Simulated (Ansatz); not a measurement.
The following input was run with Ansatz 0.2.0.

```yaml
crystal:
  lattice:
    - [3.3099142742, 0.0, 0.0]
    - [0.0, 3.3099142742, 0.0]
    - [0.0, 0.0, 3.3099142742]
  atoms:
    - { symbol: Ti, position: [0.0, 0.0, 0.0] }
    - { symbol: Al, position: [0.5, 0.5, 0.5] }
basis:
  ecutwfc: 420
kpoints:
  mp_grid: { grid: [14, 14, 14] }
hamiltonian:
  xc: pbe
scf:
  occupations: { method: gaussian, width: 0.1 }
output:
  forces: true
  stress: true
  eigenvalues: true
  populations: true
```

It can be run as
```bash
ansatz run input.yaml --threads 1 --pin off --backend cpu --events-out ev --progress --plain --runs-dir out  # memory cap (--max-ram) not shown
```

The calculation used DFT PBE, scalar-relativistic, plane waves, PAW (Ansatz 0.2.0).

Part of what the program printed, abridged:

```
Pseudopotentials: kind: paw
Pseudopotential: Ti, paw, valence charge 12, recommended cutoff 420 eV (normal)
Pseudopotential: Al, paw, valence charge 3, recommended cutoff 420 eV (normal)
Functional definition: PBE
Crystal: 2 atoms, lattice volume = 36.262 Å³
Basis set: ecut = 420 eV, 739 PW (Γ), exchange–correlation on 48×48×48 points (8 copies of the dense FFT grid, shifted against one another)
Bands: 12, of which v1, the nominal top of the filled ones, is band 8 counted from 1 (7 counted from 0)
Symmetry: 48 space group operations
Space group: Pm-3m (ITA 221), of the structure as read, at distance tolerance 3.3e-5 Å
k-points: 120 of 2744
Initial density: superposition of atomic densities (neutral atoms: chi_scale 0, normalization atom), corrected by the library's trained network
Initial wavefunctions: pseudopotential atomic-orbital guess
Functional: x = pbe(κ = 0.804, μ = 0.21951497), c = pbe(β = 0.06672455)
SCF iter   1: F=—  HF=-3037.572593 eV  |F-HF|=—  |Δ(HF+E_count)|=         —  Δρ=5.81e-3  dr2=1.58e-2  ethr=1.77e-3  ⟨swp⟩=5.0  Hψ=7336  notcnv=0
SCF iter   2: F=—  HF=-3037.570997 eV  |F-HF|=—  |Δ(HF+E_count)|=   1.60e-3  Δρ=3.61e-3  dr2=7.27e-3  ethr=1.06e-4  ⟨swp⟩=1.0  Hψ=2400  notcnv=0
SCF iter   3: F=—  HF=-3037.569509 eV  |F-HF|=—  |Δ(HF+E_count)|=   1.49e-3  Δρ=3.28e-4  dr2=9.43e-6  ethr=4.84e-5  ⟨swp⟩=2.1  Hψ=1706  notcnv=0
SCF iter   4: F=—  HF=-3037.569506 eV  |F-HF|=—  |Δ(HF+E_count)|=   3.62e-6  Δρ=8.46e-5  dr2=2.19e-6  ethr=6.29e-8  ⟨swp⟩=2.3  Hψ=2218  notcnv=0
SCF iter   5: F=-3037.569505 eV  HF=-3037.569505 eV  |F-HF|=3.73e-9  |Δ(HF+E_count)|=   6.04e-7  Δρ=8.09e-6  dr2=7.61e-9  ethr=1.46e-8  ⟨swp⟩=3.0  Hψ=2367  notcnv=0
SCF iter   6: F=-3037.569505 eV  HF=-3037.569505 eV  |F-HF|=3.14e-11  |Δ(HF+E_count)|=   4.82e-9  Δρ=8.48e-7  dr2=1.05e-10  ethr=5.08e-11  ⟨swp⟩=2.5  Hψ=4538  notcnv=0
SCF 1 converged in 6 iterations: F = -3037.569505 eV  dr2 = 1.05e-10
SCF converged after 6 iterations
Free energy (F): -3037.569505 eV
Harris-Foulkes:  -3037.569505 eV  (|F-HF|=3.14e-11)
Internal energy: -3037.555564 eV  (E = F + TS)
E sigma→0 (E₀):  -3037.562534 eV
Entropy (-TS):   -0.013941 eV (-6.970 meV/atom)
Fermi energy:    9.920384 eV
--- Per-component energies (eV) ---
  E_band       = -185.899828
  E_kinetic    = 291.989995
  E_local      = -1082.282618  (includes V_loc(G=0)·N_el)
  E_nonlocal   = 18.967988
  E_hartree    = 454.642088
  E_xc         = -135.951075
  E_vxc        = -149.227794  (∫ρ·V_xc dr)
  E_paw        = -1515.044402  (= ΣΔE_a)
  E_vpaw       = -174.631442  (= ΣTr[D̂ρ^β])
  E_aug_tail   = 0.000116  (compensation charges beyond the density's cutoff)
  E_ewald      = -1069.877656
  E_smearing   = -0.013941  (= −TS)
--- Forces (eV/Å), atoms counted from 1 ---
  atom   1  Ti     0.00000000     0.00000000     0.00000000
  atom   2  Al     0.00000000     0.00000000     0.00000000
--- Stress (GPa, compression-positive) ---
      -10.088343       0.000000       0.000000
        0.000000     -10.088343       0.000000
        0.000000       0.000000     -10.088343
  P = ⅓ Tr σ = -10.0883 GPa (-100.883 kbar)
--- Band table (eV; the first three rows and the last of 120) ---
  k-point 0: bands = ["-47.2009", "-23.4126", "-23.4126", "-23.4126", "1.1808", "8.7307", "8.7307", "11.4580", "11.4580", "11.4580", "13.7956", "13.7956"]
  k-point 1: bands = ["-47.2005", "-23.4179", "-23.4121", "-23.4121", "1.2544", "8.6850", "8.7618", "11.3353", "11.3353", "11.4660", "13.4514", "13.9758"]
  k-point 2: bands = ["-47.1994", "-23.4330", "-23.4108", "-23.4108", "1.4733", "8.4988", "8.8516", "11.0529", "11.0529", "11.4885", "12.7999", "14.4333"]
  k-point 119: bands = ["-47.1763", "-23.4937", "-23.4937", "-23.4937", "7.1837", "7.1837", "7.1837", "9.8926", "12.2713", "12.2713", "12.5305", "12.5305"]
--- Löwdin populations: 2 sites ---
  site symbol q [e]
     0     Ti     11.4593
     1     Al      3.4438
  spilling = 0.006463 (of n_electrons = 15.000000)
```

Self-consistency was reached.